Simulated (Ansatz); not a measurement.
Crystal: CoO.

```xyz
4
Lattice="3.1976 0.0000 0.0000 -1.5988 2.7692 0.0000 0.0000 0.0000 5.2287" Properties=species:S:1:pos:R:3 pbc="T T T"
Co    0.0000    1.8462    2.6319
Co    0.0000    0.0000    0.0182
O     0.0000    1.8462    4.5571
O     0.0000    0.0000    1.9430
```

Measurements of this composition are mostly on another form, of space group No. 225.

Base run:

* Program: Ansatz 0.2.0
* Functional: PBEsol
* Potentials or basis: Ansatz PAW
* Cutoff: 420 eV (not typed: the program's choice for these potentials)
* k mesh: 8 × 8 × 5
* Occupations: fermi-dirac, width 0.05 eV
* Spin: collinear spin, ferromagnetic start
* Starting moments: [3.0, 3.0, 0.0, 0.0] μB
* Fixed moment: 6 μB

Its results: pressure -6.3 GPa; site moments Co +2.37; O +0.35 μB; largest force 0.236 eV/Å.

Problem. After a change of settings the same cell gave: pressure -11.2 GPa; site moments Co +2.03; O +0.25 μB; largest force 0.295 eV/Å. Which change was it?
A. fixed moment from 6 μB to 5 μB; moments at the start from [3.0, 3.0, 0.0, 0.0] to [2.5, 2.5, 0.0, 0.0]
B. fixed moment from 6 μB to 4 μB; moments at the start from [3.0, 3.0, 0.0, 0.0] to [2.0, 2.0, 0.0, 0.0]
C. fixed moment from 6 μB to 3 μB; moments at the start from [3.0, 3.0, 0.0, 0.0] to [1.5, 1.5, 0.0, 0.0]
D. fixed moment from 6 μB to 8 μB; moments at the start from [3.0, 3.0, 0.0, 0.0] to [4.0, 4.0, 0.0, 0.0]

Solution. A.

Caveats: the total moment is fixed, so each spin has its own Fermi level; the PAW data sets come from PBE, with cores solved anew for the run's functional, which leaves a small shift of forces and pressure; the thresholds are loose for stress.
